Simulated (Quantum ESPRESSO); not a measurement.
# Nb (Im-3m) in Quantum ESPRESSO: notebook

The runs below take Nb through single point, with PBE.

Program: Quantum ESPRESSO 7.5. These are calculated values, not measurements. Logs are shortened: lines on timing, memory, paths and dates and some standing lists are left out, and cuts for length are marked.

### Step 1. The crystal as given

Symmetry: Im-3m, No. 229, cubic system. Conventional cell: a = 3.328 Å, b = 3.328 Å, c = 3.328 Å, α = 90.00°, β = 90.00°, γ = 90.00°. Nb (site symmetry m-3m) is surrounded by 8 Nb at 2.88 Å.

### Step 2. Single point, PBE, 17.69 Å³/atom

Contents of pw.in:

```
&CONTROL
  calculation = 'scf'
  prefix = 'pwscf'
  outdir = './tmp'
  pseudo_dir = './pseudo'
  tprnfor = .true.
  tstress = .true.
  disk_io = 'low'
/
&SYSTEM
  ibrav = 0
  nat = 1
  ntyp = 1
  ecutwfc = 55
  ecutrho = 440
  nbnd = 12
  occupations = 'smearing'
  smearing = 'fd'
  degauss = 0.00367493
/
&ELECTRONS
  conv_thr = 2d-10
  electron_maxstep = 120
  mixing_beta = 0.5
/
ATOMIC_SPECIES
Nb    92.9064 Nb.pbe-spn-kjpaw_psl.0.3.0.UPF
CELL_PARAMETERS angstrom
  -1.6639500000    1.6639500000    1.5973920000
   1.6639500000   -1.6639500000    1.5973920000
   1.6639500000    1.6639500000   -1.5973920000
ATOMIC_POSITIONS angstrom
Nb     0.0000000000    0.0000000000    0.0000000000
K_POINTS automatic
11 11 11 0 0 0
```

Contents of pp_density.in:

```
&INPUTPP
  prefix = 'pwscf'
  outdir = './tmp'
  filplot = 'density.dat'
  plot_num = 0
/
&PLOT
  nfile = 1
  filepp(1) = 'density.dat'
  iflag = 3
  output_format = 6
  fileout = 'density.cube'
/
```

Contents of pp_potential.in:

```
&INPUTPP
  prefix = 'pwscf'
  outdir = './tmp'
  filplot = 'potential.dat'
  plot_num = 11
/
&PLOT
  nfile = 1
  filepp(1) = 'potential.dat'
  iflag = 3
  output_format = 6
  fileout = 'potential.cube'
/
```

Potentials or basis: SSSP 1.3 efficiency PBE.

Command:

```console
$ OMP_NUM_THREADS=1 pw.x -in pw.in > pw.out
$ OMP_NUM_THREADS=1 pp.x -in pp_density.in > pp_density.out
$ OMP_NUM_THREADS=1 pp.x -in pp_potential.in > pp_potential.out
```

pw.out:

```text
This program is part of the open-source Quantum ESPRESSO suite
     for quantum simulation of materials; please cite
         "P. Giannozzi et al., J. Phys.:Condens. Matter 21 395502 (2009);
         "P. Giannozzi et al., J. Phys.:Condens. Matter 29 465901 (2017);
         "P. Giannozzi et al., J. Chem. Phys. 152 154105 (2020);
     in publications or presentations arising from this work. More details at

     file Nb.pbe-spn-kjpaw_psl.0.3.0.UPF: wavefunction(s)  4S 4P renormalized
     Message from routine setup:
     using ibrav=0 with symmetry is DISCOURAGED, use correct ibrav instead

     G-vector sticks info
     --------------------
     sticks:   dense  smooth     PW     G-vecs:    dense   smooth      PW
     Sum         933     467    159                18549     6611    1213

     Using Slab Decomposition

     bravais-lattice index     =            0
     lattice parameter (alat)  =       5.3746  a.u.
     unit-cell volume          =     119.3847 (a.u.)^3
     number of atoms/cell      =            1
     number of atomic types    =            1
     number of electrons       =        13.00
     number of Kohn-Sham states=           12
     kinetic-energy cutoff     =      55.0000  Ry
     charge density cutoff     =     440.0000  Ry
     scf convergence threshold =      2.0E-10
     mixing beta               =       0.5000
     number of iterations used =            8  plain     mixing
     Exchange-correlation= SLA  PW   PBX  PBC
                           (   1   4   3   4   0   0   0)

     celldm(1)=   5.374642  celldm(2)=   0.000000  celldm(3)=   0.000000
     celldm(4)=   0.000000  celldm(5)=   0.000000  celldm(6)=   0.000000

     crystal axes: (cart. coord. in units of alat)
               a(1) = (  -0.585045   0.585045   0.561644 )
               a(2) = (   0.585045  -0.585045   0.561644 )
               a(3) = (   0.585045   0.585045  -0.561644 )

     reciprocal axes: (cart. coord. in units 2 pi/alat)
               b(1) = ( -0.000000  0.854634  0.890244 )
               b(2) = (  0.854634 -0.000000  0.890244 )
               b(3) = (  0.854634  0.854634  0.000000 )

     PseudoPot. # 1 for Nb read from file:
     Nb.pbe-spn-kjpaw_psl.0.3.0.UPF
     Pseudo is Projector augmented-wave + core cor, Zval = 13.0
     Generated using "atomic" code by A. Dal Corso  v.5.0.99 svn rev. 10869
     Shape of augmentation charge: PSQ
     Using radial grid of 1227 points,  6 beta functions with:
                l(1) =   0
                l(2) =   0
                l(3) =   1
                l(4) =   1
                l(5) =   2
                l(6) =   2
     Q(r) pseudized with 0 coefficients

     atomic species   valence    mass     pseudopotential
     Nb               13.00    92.90640     Nb( 1.00)

     16 Sym. Ops., with inversion, found

   Cartesian axes

     site n.     atom                  positions (alat units)
         1        Nb     tau(   1) = (   0.0000000   0.0000000   0.0000000  )

     number of k points=   126  Fermi-Dirac smearing, width (Ry)=  0.0037

     Number of k-points >= 100: set verbosity='high' to print them.

     Dense  grid:    18549 G-vectors     FFT dimensions: (  36,  36,  36)

     Smooth grid:     6611 G-vectors     FFT dimensions: (  25,  25,  25)

     Check: negative core charge=   -0.000002

     Initial potential from superposition of free atoms

     starting charge      12.9979, renormalised to      13.0000
     Starting wfcs are   10 randomized atomic wfcs +    2 random wfcs

     Self-consistent Calculation

     iteration #  1     ecut=    55.00 Ry     beta= 0.50
     Davidson diagonalization with overlap
     ethr =  1.00E-02,  avg # of iterations =  3.9

     Threshold (ethr) on eigenvalues was too large:
     Diagonalizing with lowered threshold

     Davidson diagonalization with overlap
     ethr =  6.58E-04,  avg # of iterations =  1.1

     total energy              =    -334.25525301 Ry
     estimated scf accuracy    <       0.08664339 Ry

     iteration #  2     ecut=    55.00 Ry     beta= 0.50
     Davidson diagonalization with overlap
     ethr =  6.66E-04,  avg # of iterations =  1.9

     total energy              =    -334.26614744 Ry
     estimated scf accuracy    <       0.00365760 Ry

     iteration #  3     ecut=    55.00 Ry     beta= 0.50
     Davidson diagonalization with overlap
     ethr =  2.81E-05,  avg # of iterations =  2.6

     total energy              =    -334.26652705 Ry
     estimated scf accuracy    <       0.00048709 Ry

     iteration #  4     ecut=    55.00 Ry     beta= 0.50
     Davidson diagonalization with overlap
     ethr =  3.75E-06,  avg # of iterations =  2.2

     total energy              =    -334.26655809 Ry
     estimated scf accuracy    <       0.00001182 Ry

     iteration #  5     ecut=    55.00 Ry     beta= 0.50
     Davidson diagonalization with overlap
     ethr =  9.09E-08,  avg # of iterations =  2.8

     total energy              =    -334.26656219 Ry
     estimated scf accuracy    <       0.00000031 Ry

     iteration #  6     ecut=    55.00 Ry     beta= 0.50
     Davidson diagonalization with overlap
     ethr =  2.36E-09,  avg # of iterations =  3.8

     total energy              =    -334.26656236 Ry
     estimated scf accuracy    <       0.00000001 Ry

     iteration #  7     ecut=    55.00 Ry     beta= 0.50
     Davidson diagonalization with overlap
     ethr =  8.99E-11,  avg # of iterations =  2.0

     total energy              =    -334.26656236 Ry
     estimated scf accuracy    <          1.2E-09 Ry

     iteration #  8     ecut=    55.00 Ry     beta= 0.50
     Davidson diagonalization with overlap
     ethr =  9.31E-12,  avg # of iterations =  2.0

     End of self-consistent calculation

     Number of k-points >= 100: set verbosity='high' to print the bands.

     the Fermi energy is    18.3136 ev

!    total energy              =    -334.26656236 Ry
     total all-electron energy =     -7639.973539 Ry
     estimated scf accuracy    <          4.4E-11 Ry
     smearing contrib. (-TS)   =      -0.00103336 Ry
     internal energy E=F+TS    =    -334.26552901 Ry

     The total energy is F=E-TS. E is the sum of the following terms:
     one-electron contribution =     -12.45777285 Ry
     hartree contribution      =      14.77217830 Ry
     xc contribution           =     -28.95650894 Ry
     ewald contribution        =     -99.13360625 Ry
     one-center paw contrib.   =    -208.48981927 Ry

     convergence has been achieved in   8 iterations

     Forces acting on atoms (cartesian axes, Ry/au):

     atom    1 type  1   force =     0.00000000    0.00000000    0.00000000

     Total force =     0.000000     Total SCF correction =     0.000000

     Computing stress (Cartesian axis) and pressure

          total   stress  (Ry/bohr**3)                   (kbar)     P=       51.63
   0.00027692   0.00000000   0.00000000           40.74        0.00        0.00
   0.00000000   0.00027692   0.00000000            0.00       40.74        0.00
   0.00000000   0.00000000   0.00049905            0.00        0.00       73.41

=------------------------------------------------------------------------------=
   JOB DONE.
=------------------------------------------------------------------------------=
```

pp_density.out:

```text
This program is part of the open-source Quantum ESPRESSO suite
     for quantum simulation of materials; please cite
         "P. Giannozzi et al., J. Phys.:Condens. Matter 21 395502 (2009);
         "P. Giannozzi et al., J. Phys.:Condens. Matter 29 465901 (2017);
         "P. Giannozzi et al., J. Chem. Phys. 152 154105 (2020);
     in publications or presentations arising from this work. More details at

     file Nb.pbe-spn-kjpaw_psl.0.3.0.UPF: wavefunction(s)  4S 4P renormalized

     IMPORTANT: XC functional enforced from input :
     Exchange-correlation= PBE
                           (   1   4   3   4   0   0   0)
     Any further DFT definition will be discarded
     Please, verify this is what you really want

     G-vector sticks info
     --------------------
     sticks:   dense  smooth     PW     G-vecs:    dense   smooth      PW
     Sum         933     467    159                18549     6611    1213

     Using Slab Decomposition

     Check: negative core charge=   -0.000002

     Calling punch_plot, plot_num =   0
     Writing data to file  density.dat
     Reading data from file  density.dat

     Writing data to be plotted to file density.cube
     Plot Type: 3D                     Output format: Gaussian cube

=------------------------------------------------------------------------------=
   JOB DONE.
=------------------------------------------------------------------------------=
```

Run time: 15 s. Hardware: 1 thread of Arm Neoverse V2, shared host; peak memory 0.11 GiB.

Results:

```yaml
Free_energy: -4547.9283 eV
Pressure: 5.2 GPa
Band_gap_on_the_k_mesh: none (metal or under the smearing width)
```

### Step 3. Single point, PBE, 18.06 Å³/atom

pw.in: that of step 2 with these lines changed.

```diff
@@ -7,3 +7,3 @@
   tstress = .true.
-  disk_io = 'low'
+  disk_io = 'nowf'
 /
@@ -28,5 +28,5 @@
 CELL_PARAMETERS angstrom
-  -1.6639500000    1.6639500000    1.5973920000
-   1.6639500000   -1.6639500000    1.5973920000
-   1.6639500000    1.6639500000   -1.5973920000
+  -1.6639500000    1.6639500000    1.6306710000
+   1.6639500000   -1.6639500000    1.6306710000
+   1.6639500000    1.6639500000   -1.6306710000
 ATOMIC_POSITIONS angstrom
```

Potentials or basis: SSSP 1.3 efficiency PBE.

Command:

```console
$ OMP_NUM_THREADS=1 pw.x -in pw.in > pw.out
```

Run time: 14 s. Hardware: 1 thread of Arm Neoverse V2, shared host; peak memory 0.11 GiB.

Results (log left out):

* Free energy: -4547.9400 eV
* Pressure: 1.4 GPa
* Band gap on the k mesh: none (metal or under the smearing width)
